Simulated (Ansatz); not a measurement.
**TiO2, one structure, two calculations**

Cell: a structure deposited in the COD, its atoms then relaxed with PBE in this cell.

```cif
data_TiO2
_symmetry_space_group_name_H-M 'P4_2/mnm'
_symmetry_Int_Tables_number 136
_cell_length_a 4.5922
_cell_length_b 4.5922
_cell_length_c 2.9574
_cell_angle_alpha 90.000
_cell_angle_beta 90.000
_cell_angle_gamma 90.000
loop_
_atom_site_label
_atom_site_type_symbol
_atom_site_symmetry_multiplicity
_atom_site_Wyckoff_symbol
_atom_site_fract_x
_atom_site_fract_y
_atom_site_fract_z
Ti Ti 2 a 0.0000 0.0000 0.0000
O O 4 f 0.3042 0.3042 0.0000
```

One atom of each set is listed.

First run. Method: Kohn–Sham DFT in Ansatz, PBE, plane waves and PAW, scalar-relativistic, 420 eV cutoff, Γ-centred 7×7×10 k-points, Fermi–Dirac smearing 0.02 eV.

| site | V_zz (10²¹ V/m²) | η |
| --- | --- | --- |
| Ti | -1.99 | 0.09 |
| O | 2.39 | 1.00 |

Second run. The same atoms and settings, except that the functional is LDA.

Question: What does the second run give?

Answer: 

| site | V_zz | η | change of V_zz |
| --- | --- | --- | --- |
| Ti | -1.81 | 0.15 | +0.18 |
| O | 2.14 | 0.92 | -0.25 |

The largest change of V_zz is on O, from 2.39 to 2.14. In per cent, |V_zz| changes by -9 on Ti, -11 on O (all sites that start above 0.5).

For the first run: At this cell the PBE pressure is 5 GPa, so with PBE the cell would grow if it were relaxed.
For the second run: At this cell the LDA pressure is -8 GPa, so with LDA the cell would shrink if it were relaxed.
